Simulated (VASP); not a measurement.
The system is CdS (Greenockite).

```
CELL_PARAMETERS angstrom
4.12919 0.00000 0.00000
-2.06459 3.57598 0.00000
0.00000 0.00000 6.73190
ATOMIC_POSITIONS crystal
Cd 0.33333 0.66667 0.99955
Cd 0.66667 0.33333 0.49955
S 0.33333 0.66667 0.37545
S 0.66667 0.33333 0.87545
```

- Program: VASP 6.6.1
- Task: relaxation of cell and atoms
- Functional: HSE06
- Potentials or basis: VASP PAW PBE potentials, release 64 (Cd, S)
- Cutoff: 520 eV
- k mesh: 6 × 6 × 3
- Occupations: gaussian, width 0.03 eV
- Spin: no spin polarisation

At the start: pressure 1.9 GPa; volume 24.85 Å³/atom.

Task: Where does the relaxation end?

Result: Over 6 steps the energy falls by 4.6 meV/atom and the volume is 25.61 Å³/atom (+3.1 %); space group P6_3mc (No. 186, to 0.05 Å).

The path:
| step | energy change (eV) | largest force (eV/Å) | pressure (GPa) | volume (Å³) |
| --- | --- | --- | --- | --- |
| 1 | 0.0000 | 0.0069 | 1.93 | 99.40 |
| 2 | -0.0155 | 0.0131 | -0.71 | 103.78 |
| 3 | -0.0183 | 0.0116 | 0.00 | 102.51 |
| 4 | -0.0183 | 0.0116 | 0.04 | 102.45 |
| 5 | -0.0184 | 0.0105 | 0.03 | 102.45 |
| 6 | -0.0184 | 0.0063 | 0.03 | 102.45 |

Final structure:
```
Cd S
1.0
     4.17456    0.00000    0.00000
    -2.08728    3.61528    0.00000
     0.00000    0.00000    6.78841
Cd S
2 2
Direct
  0.33333 0.66667 0.99920
  0.66667 0.33333 0.49920
  0.33333 0.66667 0.37580
  0.66667 0.33333 0.87580
```

Caveat: the PAW data sets were made with another functional, which shifts forces and pressure a little.
